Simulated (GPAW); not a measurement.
The system is Zn.

```
CELL_PARAMETERS angstrom
-1.56904 1.56904 1.56904
1.56904 -1.56904 1.56904
1.56904 1.56904 -1.56904
ATOMIC_POSITIONS crystal
Zn 0.00000 0.00000 0.00000
```

This isn't the form of Zn at room conditions, which is hcp.

Base run:

- Program: GPAW 26.7.0
- Functional: PBEsol
- Potentials or basis: PAW data sets generated in the run's folder for this functional
- Cutoff: 600 eV
- Basis: pw
- k mesh: 12 × 12 × 12
- Occupations: gaussian, width 0.05 eV
- Spin: no spin polarisation

Its results: band gap on the k mesh none (metal or under the smearing width); pressure -5.3 GPa.

Question: The run is repeated on the same cell with these changes: occupations from gaussian, width 0.05 eV to methfessel-paxton, width 0.2 eV; dispersion from none to D3(BJ). What comes out?

Answer: Band gap on the k mesh none (metal or under the smearing width); pressure -9.2 GPa.

Caveats: this smearing can pin the Fermi level at a band edge (some runs); pairwise dispersion overbinds metals, which lowers pressure and volume (some runs).

Not every run made on this cell is shown here.
